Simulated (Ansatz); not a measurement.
**ZnS: random displacements**

Theory: DFT r2SCAN, scalar-relativistic, plane waves, PAW (Ansatz 0.2.0). Settings: plane waves to 500 eV, k-mesh 6×6×2 (Γ-centred), Gaussian smearing 0.05 eV. No spin polarisation. Energies are free energies at this smearing, counted from the undisturbed cell; pressure is positive in compression.

The starting cell (relaxed at this level):

```
CELL_PARAMETERS angstrom
3.80874 0.00000 0.00000
-1.90437 3.29846 0.00000
0.00000 0.00000 12.46647
ATOMIC_POSITIONS crystal
Zn 0.00000 0.00000 0.00011
Zn 0.00000 0.00000 0.50011
Zn 0.33333 0.66667 0.25007
Zn 0.66667 0.33333 0.75007
S 0.00000 0.00000 0.18724
S 0.00000 0.00000 0.68724
S 0.33333 0.66667 0.43758
S 0.66667 0.33333 0.93758
```

The atoms are displaced (Å, in the unstrained cell):

```tsv
atom	ux	uy	uz
Zn1	0.240	-0.143	-0.009
Zn2	0.048	-0.165	-0.096
Zn3	0.168	-0.141	0.001
Zn4	-0.063	0.055	-0.084
S5	-0.337	-0.170	0.017
S6	0.307	0.187	-0.010
S7	-0.157	0.305	0.087
S8	-0.205	0.071	0.094
```

Strain (Voigt, engineering shear): (-0.0778, 0.0172, 0.0644, -0.0394, 0.0185, 0.0442).

Problem. What are the energy change, the stress and the forces?

Solution. ΔE = 719.2 meV/atom; stress (xx, yy, zz, yz, xz, xy; compression positive) (36.46, 9.32, 0.13, 2.63, -7.39, 4.22) GPa; gap on the mesh 1.99 eV.
```tsv
atom	Fx (eV/Å)	Fy	Fz
Zn1	-1.96	-0.28	1.19
Zn2	-10.01	4.71	4.80
Zn3	-4.72	-3.41	2.31
Zn4	4.93	3.35	2.53
S5	4.90	3.81	-2.15
S6	-5.38	-3.52	-2.17
S7	10.37	-4.95	-5.00
S8	1.86	0.30	-1.52
```

Cost: 1 run of about 0.43 core-minutes, on Intel Xeon 6975P-C (Granite Rapids) (shared hosts).